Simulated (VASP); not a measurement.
A run of VASP 6.6.1 is set up as follows.

The input INCAR:

```
PREC = Accurate ; ENCUT = 520
EDIFF = 1E-6 ; ISMEAR = -1
SIGMA = 0.02 ; LREAL = Auto
LASPH = True ; NELM = 100
ALGO = Fast ; ISIF = 2
LWAVE = False ; LCHARG = False
GGA = PE ; NBANDS = 36
```

Contents of KPOINTS:

```
Automatic mesh
0
Gamma
  1 1 1
```

File POSCAR:

```
H10CO5
1.0
    5.6566530000      0.0000000000      0.0000000000
    0.0000000000      5.6566530000      0.0000000000
    0.0000000000      0.0000000000      5.6566530000
O H C
5 10 1
Direct
    1.0832200596      1.0740803793      0.8257709992
    0.7634903537      0.2429351774      0.4227588293
    0.3384687023      0.4833070015      0.3236542881
    0.9212514892      0.8053879211      0.2375256181
    0.6102371844      0.7296187339      0.8453055190
    1.0358952547      0.9297901073      0.9065431449
    1.0608570121      1.2016293027      0.9351466318
    0.8560716028      0.1988985359      0.5576088899
    0.7927125811      0.4117452494      0.4124170247
    0.1875137117      0.5724409823      0.3176613450
    0.3215505706      0.3047208305      0.3162117245
    0.8992773642      0.9748167335      0.2694172685
    0.8313926981      0.7832016565      0.0950915674
    0.2858757643      0.6426415055      0.8986055889
    0.4946211125      0.3946856913      0.8644511162
    0.4547742278      0.5811210269      0.8528895090
```

Potentials or basis: VASP PAW PBE potentials, release 64 (O, H, C).

Command:

```console
$ cat potpaw_PBE.64/O/POTCAR potpaw_PBE.64/H/POTCAR potpaw_PBE.64/C/POTCAR > POTCAR
$ mpirun -np 1 vasp_gam > vasp.out
```

Q: Estimate the band gap on the k mesh.

A: 4.01 eV, direct.

Q: Estimate the largest force.

A: 2.532 eV/Å.

Q: What does it give for the pressure?

A: 1.0 GPa.

Forces in eV/Å, atoms in the order of the input:
```
O    0.117  0.029 -1.103
O   -0.063  0.088 -0.706
O   -0.060 -0.925 -0.118
O    0.801 -0.005  0.352
O    1.108  0.531 -0.380
H    0.024  0.145  0.178
H   -0.106  0.331  0.588
H    0.568 -0.656  1.098
H   -0.289  0.366 -0.222
H    0.217 -0.683 -0.087
H   -0.249  1.956  0.268
H   -0.208  0.017  0.470
H   -0.893 -0.521 -0.629
H   -2.506  0.333 -0.133
H    0.043 -1.122 -0.441
C    1.497  0.117  0.867
```

Caveat: the standard files for N, O and F lose accuracy on very short bonds. Expect the measured gap to be larger: semilocal functionals such as PBE lack the derivative discontinuity.
